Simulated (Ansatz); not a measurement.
A surface is cut from this relaxed crystal of BN:

```xyz
4
Lattice="2.5043 0.0000 0.0000 -1.2522 2.1688 0.0000 0.0000 0.0000 7.0191" Properties=species:S:1:pos:R:3 pbc="T T T"
B     0.0000    1.4459    1.7548
B     1.2522    0.7229    5.2643
N     0.0000    1.4459    5.2643
N     1.2522    0.7229    1.7548
```

Miller indices refer to the conventional cell of P6_3/mmc (No. 194), a = 2.504 Å, b = 2.504 Å, c = 7.019 Å, α = 90.00°, β = 90.00°, γ = 120.00°. The bulk's gap is 4.27 eV.

Consider the (001) slab of 4 planes, 10.5 Å thick with 15 Å of vacuum as cut; outer planes BN (top) and BN (bottom), all atoms relaxed.

Computed with DFT PBEsol, scalar-relativistic, plane waves, PAW (Ansatz 0.2.0). Cutoff 420 eV; k points 12×12×1 on the computed 8-atom cell (Γ-centred); Gaussian smearing, width 0.05 eV; no spin polarisation. The cell repeats along c with a dipole correction in the vacuum.

The surface energy is small: either the cut is weakly bound (this functional has no dispersion correction), or the bulk reference is not the lowest structure.

(1) Give the surface energy (mean of both faces).

(2) Estimate the gap of the slab on the mesh.

(3) The top two planes lie 3.510 Å apart in the bulk. How does relaxation change this?

Answers

(1) 0.02 J/m².

(2) 4.32 eV.

(3) The spacing becomes 3.516 Å (+0.2 %), and the top plane rumples by 0.003 Å.